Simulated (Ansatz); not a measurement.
Here is an Ansatz 0.2.0 calculation.

Contents of input.yaml:

```yaml
crystal:
  lattice:
    - [1.21846369, -3.9763780104, 0.0]
    - [1.21846369, 3.9763780104, 0.0]
    - [0.0, 0.0, 2.4754955235]
  atoms:
    - { symbol: Cu, position: [0.86613335, 0.13386665, 0.75] }
    - { symbol: Cu, position: [0.13386665, 0.86613335, 0.25] }
kpoints:
  mp_grid: { grid: [11, 11, 11] }
scf:
  occupations: { method: fermi_dirac, width: 0.05 }
hamiltonian:
  xc: pbe
  dispersion: d4
  pseudopotentials: { kind: all_electron, lapw: { basis_error: 0.001 } }
output:
  forces: true
  stress: true
relax:
  f_tol: 0.02
  max_steps: 60
  cell: {}
```

Potentials or basis: all-electron LAPW, scalar-relativistic.

Launch:

```sh
$ ansatz run input.yaml --threads 1 --pin off --max-ram 3072MiB --backend cpu --events-out ev --progress --plain --runs-dir out
```

(1) What does it give for the relaxed cell?

(2) Estimate the space group after relaxing (to 0.05 Å).

## Answers

(1) a = 4.144 Å, b = 4.144 Å, c = 2.482 Å, α = 90.00°, β = 90.00°, γ = 145.79°.

(2) Cmcm (No. 63).
